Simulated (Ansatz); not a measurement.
**Structural energy differences of barium**

The calculation used Ansatz 0.2.0, DFT, PBE, plane waves (420 eV) with PAW, scalar-relativistic.

Each structure is relaxed within its own symmetry, so a high-lying one may be dynamically unstable.

| structure | ΔE (meV/atom) | V (Å³/atom) | cell | magnetic state |
| --- | --- | --- | --- | --- |
| bcc | 0 | 63.44 | a = 5.025 Å | spin not included |
| hcp | 14 | 63.74 | a = 4.478 Å, c = 7.339 Å (c/a = 1.639) | spin not included |
| dhcp | 17 | 64.10 | a = 4.492 Å, c = 14.671 Å (c/a = 3.266) | spin not included |
| fcc | 17 | 64.17 | a = 6.355 Å | spin not included |
| A15 | 49 | 64.53 | a = 8.022 Å | spin not included |
| omega (AlB2-type) | 51 | 63.99 | a = 7.200 Å, c = 4.276 Å (c/a = 0.594) | spin not included |
| beta-Sn type | 176 | 60.60 | a = 7.651 Å, c = 4.141 Å (c/a = 0.541) | spin not included |
| simple cubic | 307 | 61.82 | a = 3.954 Å | spin not included |
| diamond | 955 | 57.39 | a = 7.715 Å | spin not included |

ΔE counts from bcc.

Differences under about 8 meV lie within the error of the k-point mesh.
